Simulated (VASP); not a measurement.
SiC (zincblende): a GW calculation on PBE orbitals in VASP

INCAR, step 1 (ground state)

```
EDIFF = 1E-7
ISMEAR = 0
GGA = PE
PREC = Accurate
LCHARG = .FALSE.
LWAVE = .TRUE.
SIGMA = 0.01
ENCUT = 500
NELM = 120
LREAL = .FALSE.
LASPH = .TRUE.
```

INCAR, step 2 (empty bands)

```
LOPTICS = .TRUE.
EDIFF = 1E-7
NELM = 1
LCHARG = .FALSE.
PREC = Accurate
LASPH = .TRUE.
ALGO = Exact
SIGMA = 0.01
LREAL = .FALSE.
GGA = PE
LWAVE = .TRUE.
ISTART = 1
ENCUT = 500
ISMEAR = 0
NBANDS = 65
```

INCAR, step 3 (GW)

```
LREAL = .FALSE.
ISMEAR = 0
PREC = Accurate
NELMGW = 1
ENCUTGWSOFT = 120
LCHARG = .FALSE.
ISTART = 1
GGA = PE
NELM = 120
NBANDSGW = 12
ENCUT = 500
NBANDS = 65
EDIFF = 1E-7
LWAVE = .FALSE.
NOMEGA = 64
SIGMA = 0.01
PRECFOCK = Fast
LASPH = .TRUE.
ENCUTGW = 120
ALGO = EVGW0
```

KPOINTS

```
KPOINTS created by Atomic Simulation Environment
0
Gamma
6 6 6
0 0 0
```

POSCAR

```
Si C
 1.0000000000000000
    -0.0000000000000000    2.1780523603502222    2.1780523603502222
     2.1780523603502222   -0.0000000000000000    2.1780523603502222
     2.1780523603502222    2.1780523603502222    0.0000000000000000
 Si  C
   1   1
Cartesian
  0.0000000000000000 -0.0000000000000000 -0.0000000000000000
  1.0890261801751111  1.0890261801751111  1.0890261801751111
```

VASP ran with the GW set of PAW datasets (8 valence electrons in the cell).

From OUTCAR

```
k-points           NKPTS =     16   k-points in BZ     NKDIM =    216   number of bands    NBANDS=     65

   NELECT =       8.0000    total number of electrons

   dimension x,y,z NGX =    24 NGY =   24 NGZ =   24
   dimension x,y,z NGXF=    48 NGYF=   48 NGZF=   48

  energy-cutoff  :      500.00
  volume of cell :       20.66
      direct lattice vectors                 reciprocal lattice vectors
     0.000000000  2.178052360  2.178052360    -0.229562893  0.229562893  0.229562893
     2.178052360  0.000000000  2.178052360     0.229562893 -0.229562893  0.229562893
     2.178052360  2.178052360  0.000000000     0.229562893  0.229562893 -0.229562893

 k-points in reciprocal lattice and weights: KPOINTS created by Atomic Simulation Env
   0.00000000  0.00000000  0.00000000       0.005
   0.16666667  0.00000000  0.00000000       0.037
   0.33333333  0.00000000  0.00000000       0.037
   0.50000000  0.00000000  0.00000000       0.019
   0.16666667  0.16666667  0.00000000       0.028
   0.33333333  0.16666667  0.00000000       0.111
   0.50000000  0.16666667  0.00000000       0.111
  -0.33333333  0.16666667  0.00000000       0.111
   ...

 QP shifts <psi_nk| G(iteration)W_0 |psi_nk>: iteration 1
 for sc-GW calculations column KS-energies equals QP-energies in previous step
 and V_xc(KS)=  KS-energies - (<T + V_ion + V_H > + <T+V_H+V_ion>^1  + <V_x>^1)

 k-point   1 :       0.0000    0.0000    0.0000
  band No.  KS-energies  QP-energies   sigma(KS)   V_xc(KS)     V^pw_x(r,r')   Z            occupation Imag(sigma)

      1      -7.6306      -8.6192     -14.1144     -12.7407     -21.7000       0.7196       2.0000       1.3513
      2       7.7898       7.3047     -15.4243     -14.8087     -17.4320       0.7879       2.0000       0.0457
      3       7.7898       7.3047     -15.4243     -14.8087     -17.4320       0.7879       2.0000       0.0457
      4       7.7898       7.3047     -15.4243     -14.8087     -17.4320       0.7879       2.0000       0.0457
      5      14.0327      14.6388     -12.4027     -13.1810      -7.3902       0.7788       0.0000      -0.0891
      6      15.0962      15.7276     -10.7522     -11.5486      -5.7592       0.7928       0.0000      -0.0861
      7      15.0962      15.7276     -10.7522     -11.5486      -5.7592       0.7928       0.0000      -0.0861
      8      15.0962      15.7276     -10.7522     -11.5486      -5.7592       0.7928       0.0000      -0.0861
      9      22.2861      22.9974     -10.5239     -11.4320      -4.5118       0.7833       0.0000      -0.2658
     10      22.2861      22.9974     -10.5239     -11.4320      -4.5118       0.7833       0.0000      -0.2658
     11      24.2677      24.5639      -9.4119      -9.7953      -2.9125       0.7726       0.0000      -0.4128
     12      25.0605      25.3854      -9.8514     -10.2735      -2.9613       0.7697       0.0000      -0.7103

 k-point   2 :       0.1667    0.0000    0.0000
  band No.  KS-energies  QP-energies   sigma(KS)   V_xc(KS)     V^pw_x(r,r')   Z            occupation Imag(sigma)

      1      -7.0910      -8.0630     -14.1652     -12.8172     -21.5958       0.7211       2.0000       1.2655
      2       5.4154       4.7452     -14.7482     -13.8806     -17.3451       0.7725       2.0000       0.0626
      3       7.4593       6.9426     -15.2963     -14.6406     -17.3682       0.7882       2.0000       0.0466
      4       7.4593       6.9426     -15.2963     -14.6406     -17.3682       0.7882       2.0000       0.0466
      5      14.1364      14.7241     -11.4883     -12.2325      -6.5855       0.7898       0.0000      -0.0841
      6      15.6144      16.2701     -10.8498     -11.6822      -5.6889       0.7878       0.0000      -0.0965
      7      15.6144      16.2701     -10.8498     -11.6822      -5.6889       0.7878       0.0000      -0.0965
      8      16.1494      16.8914     -12.1425     -13.1026      -6.7676       0.7728       0.0000      -0.1182
      9      20.7597      21.3431     -10.1585     -10.8991      -4.3288       0.7877       0.0000      -0.2395
     10      20.7597      21.3431     -10.1585     -10.8991      -4.3288       0.7877       0.0000      -0.2395
     11      23.4567      23.6724      -9.3783      -9.6531      -2.8435       0.7853       0.0000      -0.4853
     12      26.7837      27.2319     -10.0468     -10.6271      -3.0929       0.7724       0.0000      -0.6502

 k-point   3 :       0.3333    0.0000    0.0000
  band No.  KS-energies  QP-energies   sigma(KS)   V_xc(KS)     V^pw_x(r,r')   Z            occupation Imag(sigma)

      1      -5.5630      -6.4898     -14.3884     -13.1181     -21.3995       0.7296       2.0000       1.0442
      2       1.6053       0.7829     -14.0344     -12.9237     -17.9748       0.7404       2.0000       0.1843
      3       6.9448       6.3810     -15.1884     -14.4698     -17.4024       0.7846       2.0000       0.0491
      4       6.9448       6.3810     -15.1884     -14.4698     -17.4024       0.7846       2.0000       0.0491
      5      13.4772      14.0541     -11.4272     -12.1520      -6.7068       0.7960       0.0000      -0.0757
      6      15.4308      16.0399     -10.5335     -11.3021      -5.4206       0.7924       0.0000      -0.0959
      7      15.4308      16.0399     -10.5335     -11.3021      -5.4206       0.7924       0.0000      -0.0959
      8      17.7157      18.3988     -11.7572     -12.6578      -5.6956       0.7586       0.0000      -0.1993
      9      22.0661      22.6768     -10.5466     -11.3331      -4.2389       0.7765       0.0000      -0.3354
     10      22.0661      22.6768     -10.5466     -11.3331      -4.2389       0.7765       0.0000      -0.3354
     11      23.0566      23.4136     -10.0768     -10.5367      -3.5604       0.7765       0.0000      -0.4065
     12      30.4723      31.0954     -10.9519     -11.7838      -3.1874       0.7490       0.0000      -0.9697

 k-point   4 :       0.5000    0.0000    0.0000
  band No.  KS-energies  QP-energies   sigma(KS)   V_xc(KS)     V^pw_x(r,r')   Z            occupation Imag(sigma)

      1      -4.0593      -4.9203     -14.9726     -13.7923     -21.6942       0.7294       2.0000       0.8601
      2      -0.7607      -1.6541     -13.2698     -12.0552     -17.9101       0.7355       2.0000       0.3493
      3       6.7360       6.1536     -15.1714     -14.4280     -17.4511       0.7835       2.0000       0.0504
      4       6.7360       6.1536     -15.1714     -14.4280     -17.4511       0.7835       2.0000       0.0504
      5      13.2245      13.8021     -11.4890     -12.2138      -6.8299       0.7970       0.0000      -0.0732
      6      15.0135      15.5898     -10.3680     -11.0922      -5.3661       0.7958       0.0000      -0.0898
      7      15.0135      15.5898     -10.3680     -11.0922      -5.3661       0.7958       0.0000      -0.0898
      8      17.8499      18.4086     -11.0857     -11.8236      -4.9338       0.7572       0.0000      -0.2156
      9      23.9979      24.5073     -10.8356     -11.5062      -3.9484       0.7597       0.0000      -0.4422
     10      25.0058      25.5769     -10.8274     -11.5845      -3.5230       0.7543       0.0000      -0.5884
     11      25.0058      25.5769     -10.8274     -11.5845      -3.5230       0.7543       0.0000      -0.5884
     12      28.1245      28.8669     -11.2492     -12.2148      -4.2804       0.7688       0.0000      -0.7662

 k-point   5 :       0.1667    0.1667    0.0000
  band No.  KS-energies  QP-energies   sigma(KS)   V_xc(KS)     V^pw_x(r,r')   Z            occupation Imag(sigma)

      1      -6.9107      -7.8696     -14.1799     -12.8422     -21.5595       0.7168       2.0000       1.2317
      2       5.9933       5.3775     -15.1905     -14.3969     -17.6699       0.7759       2.0000       0.0584
      3       6.6797       6.0875     -14.9413     -14.1865     -17.1786       0.7846       2.0000       0.0499
      4       6.6797       6.0875     -14.9413     -14.1865     -17.1786       0.7846       2.0000       0.0499
      5      13.3299      13.8231     -10.5301     -11.1469      -5.8378       0.7995       0.0000      -0.0759
      6      15.1390      15.8413     -11.9262     -12.8253      -6.7997       0.7810       0.0000      -0.0981
      7      16.8335      17.5592     -11.2772     -12.2115      -5.8262       0.7766       0.0000      -0.1203
      8      16.8335      17.5592     -11.2772     -12.2115      -5.8262       0.7766       0.0000      -0.1203
      9      18.6299      19.1650     -10.5404     -11.2216      -4.9474       0.7856       0.0000      -0.1728
     10      23.0970      23.8052     -10.5245     -11.4262      -4.3239       0.7854       0.0000      -0.3308
     11      26.5085      26.8804      -9.9393     -10.4149      -2.9133       0.7820       0.0000      -0.7694
     12      26.5085      26.8804      -9.9393     -10.4149      -2.9133       0.7820       0.0000      -0.7694

 ...
```

```yaml
pbe_gap_on_the_mesh: 1.35 eV
g_w_gap_on_the_mesh: 2.11 eV
```

These GW values are short of the basis and mesh limit.
